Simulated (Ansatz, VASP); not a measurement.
## BaO in VASP and in Ansatz

The input INCAR:

```
PREC = Accurate ; ENCUT = 520
EDIFF = 1E-7 ; ISMEAR = -1
SIGMA = 0.05 ; LREAL = F
LASPH = T ; NELM = 80
ALGO = Normal ; ISIF = 2
LWAVE = F ; LCHARG = F
GGA = PE ; NBANDS = 15
```

The input KPOINTS:

```
regular mesh
0
Gamma
  8 8 8
```

File POSCAR:

```
BaO
1.0
    0.0000000000      2.7315430680      2.7315430680
    2.7315430680      0.0000000000      2.7315430680
    2.7315430680      2.7315430680      0.0000000000
Ba O
1 1
Direct
    0.0000000000      0.0000000000      0.0000000000
    0.5000000000      0.5000000000      0.5000000000
```

Contents of input.yaml:

```yaml
crystal:
  lattice:
    - [0.0, 2.731543068, 2.731543068]
    - [2.731543068, 0.0, 2.731543068]
    - [2.731543068, 2.731543068, 0.0]
  atoms:
    - { symbol: Ba, position: [0.0, 0.0, 0.0] }
    - { symbol: O, position: [0.5, 0.5, 0.5] }
hamiltonian:
  xc: pbe
  pseudopotentials: { kind: paw }
kpoints:
  mp_grid: { grid: [8, 8, 8] }
scf:
  occupations: { method: fermi_dirac, width: 0.05 }
output:
  forces: true
  stress: true
  eigenvalues: true
  write_density: true
  write_potential: true
  elf: true
  volumetric_format: npy
```

Change from the starting cell: volume scaled by 0.98.

Alike in both runs: task single point; functional PBE; k mesh 8 × 8 × 8; occupations fermi-dirac, width 0.05 eV; no spin polarisation.

|  | VASP | Ansatz |
| --- | --- | --- |
| version | VASP 6.6.1 | Ansatz 0.2.0 |
| potentials or method | VASP PAW PBE potentials, release 64 (Ba_sv, O) | Ansatz PAW |
| plane-wave cutoff (eV) | 520 | 420 |
| valence electrons in the cell | 16 | 16 |

Ansatz gave:

| Quantity | Value |
| --- | --- |
| gap on the k mesh at the Fermi level (eV) | 1.89 |
| least direct gap on the mesh (eV) | 1.89 |
| pressure (GPa) | 4.8 |

Problem. Estimate VASP's values.

Solution. gap on the k mesh at the Fermi level (eV): 1.82; least direct gap on the mesh (eV): 1.82; pressure (GPa): 6.8.

Caveats: spin-orbit coupling is left out, which moves the levels of the heavy elements. A k mesh can miss the band edges.
